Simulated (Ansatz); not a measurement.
## Relaxation path: Ir (simple hexagonal type)

DFT, PBE, PAW with Ansatz's default frozen-core files, scalar-relativistic (Ansatz 0.2.0); a Γ-centred 16×16×15 k mesh, Fermi–Dirac smearing of 0.05 eV, no spin polarisation. The run relaxes shape and atoms at held volume.

Command: `ansatz run input.yaml --threads 1 --pin off --max-ram 2048MiB --backend cpu --events-out ev --progress --plain --runs-dir out` It took 9 s on 1 thread of Arm Neoverse V2 (shared host), peak memory 0.31 GiB.

```yaml
crystal:
  lattice:
    - [2.4250068926, 0.0, 0.0]
    - [-1.2125034463, 2.1001175733, 0.0]
    - [0.0, 0.0, 2.3702940774]
  atoms:
    - { symbol: Ir, position: [0.0, 0.0, 0.0] }
kpoints:
  mp_grid: { grid: [16, 16, 15] }
scf:
  occupations: { method: fermi_dirac, width: 0.05 }
hamiltonian:
  xc: pbe
  pseudopotentials: { kind: paw }
output:
  forces: true
  stress: true
  write_density: true
  write_potential: true
  elf: true
  volumetric_format: npy
relax:
  f_tol: 0.005
  max_steps: 30
  cell: { stress_tol: 0.15, fix: [volume] }
```

Each step lists its free energy a cell above the last geometry, the pressure, the cell vectors (Å), and Cartesian positions (Å) with forces (eV/Å).

The first step:

```
step 1  dF = 14.32 meV  P = 154.0 GPa
  cell 2.4250 0.0000 0.0000  -1.2125 2.1001 0.0000  0.0000 0.0000 2.3703
  Ir 0.0000 0.0000 0.0000   0.0000 0.0000 0.0000
```

Spin–orbit coupling is left out, which matters for the heavy atoms. The structure type is held throughout; the real material can change phase at far lower pressure.

The symmetry of the start is kept and no stability test is made, so the end need not be the stable phase.

**Question.** Where does the relaxation end, and by which steps?

**Answer.** After 4 geometries, with conventional a, b, c = 2.440, 2.440, 2.342 Å, at 12.071 Å³/atom and 152.6 GPa in space group P6/mmm, with a shortest distance of 2.342 Å. The further steps:
```
step 2  dF = 11.25 meV  P = 152.2 GPa
  cell 2.4530 0.0000 0.0000  -1.2265 2.1243 0.0000  0.0000 0.0000 2.3166
  Ir 0.0000 0.0000 0.0000   0.0000 0.0000 0.0000
step 3  dF = 0.01 meV  P = 152.6 GPa
  cell 2.4395 0.0000 0.0000  -1.2198 2.1127 0.0000  0.0000 0.0000 2.3421
  Ir 0.0000 0.0000 0.0000   0.0000 0.0000 0.0000
step 4  dF = 0.00 meV  P = 152.6 GPa
  cell 2.4399 0.0000 0.0000  -1.2199 2.1130 0.0000  0.0000 0.0000 2.3415
  Ir 0.0000 0.0000 0.0000   0.0000 0.0000 0.0000
step 5  dF = -0.02 meV  P = 152.6 GPa  (same geometry on a basis chosen anew; earlier energies don't compare to the last digit)
  cell 2.4399 0.0000 0.0000  -1.2199 2.1130 0.0000  0.0000 0.0000 2.3415
  Ir 0.0000 0.0000 0.0000   0.0000 0.0000 0.0000
```
